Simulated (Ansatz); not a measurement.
# InSb: the cost of one run

Method: DFT, PBE, plane-wave PAW, default files, scalar-relativistic, as far as a step names no other, in Ansatz 0.2.0.

## Step 1: The starting structure

The structure is orthorhombic, space group Pmmn (No. 59). The conventional cell has a = 5.357 Å, b = 5.712 Å, c = 3.063 Å, α = 90.00°, β = 90.00°, γ = 90.00°. In (site symmetry mm2) has 4 Sb at 2.73 to 2.90 Å and 2 In at 3.06 Å as nearest neighbours. Around Sb (site symmetry mm2) lie 4 In at 2.73 to 2.90 Å and 2 Sb at 3.06 Å.

Structure file:

```cif
data_structure
_symmetry_space_group_name_H-M 'P 1'
_symmetry_Int_Tables_number 1
_cell_length_a 5.3570
_cell_length_b 5.7120
_cell_length_c 3.0630
_cell_angle_alpha 90.000
_cell_angle_beta 90.000
_cell_angle_gamma 90.000
_cell_volume 93.73
loop_
_atom_site_label
_atom_site_type_symbol
_atom_site_fract_x
_atom_site_fract_y
_atom_site_fract_z
_atom_site_occupancy
In1 In 0.00000 0.00000 0.00000 1
In2 In 0.50000 0.50000 0.00000 1
Sb1 Sb 0.50000 0.00000 0.83500 1
Sb2 Sb 0.00000 0.50000 0.16500 1
```

The earlier run gave: no gap over 0.1 eV on the mesh, largest force 0.746 eV/Å, pressure 17.5 GPa.

Site by site (atoms counted from 1):

| site | atoms | first shell | V_zz (10²¹ V/m²) | η | C_Q (MHz) |
| --- | --- | --- | --- | --- | --- |
| In | 1, 2 | 4 Sb at 2.73–2.90 Å, 2 In at 3.06 Å | -6.85 | 0.63 | -128 (¹¹⁵In) |
| Sb | 3, 4 | 4 In at 2.73–2.90 Å, 2 Sb at 3.06 Å; also 4 In at 3.70–3.83 Å | 14.36 | 0.08 | -189 (¹²¹Sb) |

Conventions: |V_zz| ≥ |V_yy| ≥ |V_xx|, η = (V_xx − V_yy)/V_zz, C_Q = eQV_zz/h. Quadrupole moments are those of Pyykkö's year-2017 table.

## Step 2: Ions relaxed at fixed cell

input.yaml

```yaml
crystal:
  lattice:
    - [5.357, 0.0, 0.0]
    - [0.0, 5.712, 0.0]
    - [0.0, 0.0, 3.063]
  atoms:
    - { symbol: In, position: [0.0, 0.0, 0.0] }
    - { symbol: In, position: [0.5, 0.5, 0.0] }
    - { symbol: Sb, position: [0.5, 0.0, 0.835] }
    - { symbol: Sb, position: [0.0, 0.5, 0.165] }
kpoints:
  mp_grid: { grid: [9, 8, 15] }
scf:
  occupations: { method: fermi_dirac, width: 0.05 }
hamiltonian:
  xc: pbe
  pseudopotentials: { kind: paw }
output:
  forces: true
  stress: true
  populations: true
  efg:
    quadrupole_moments_barn: { In: 0.772, Sb: -0.543 }
    contact_densities: true
relax:
  f_tol: 0.02
  max_steps: 60
```

Run with:

```console
$ ansatz run input.yaml --threads 1 --pin off --max-ram 3072MiB --backend cpu --events-out ev --progress --plain --runs-dir out
```

**Question.** How long does this run take on 1 thread of Intel Xeon Platinum 8259CL at 2.50GHz (Skylake/Cascade Lake), shared host, and how much memory does it need?

About 2.3 min, with a peak of 0.9 GiB.
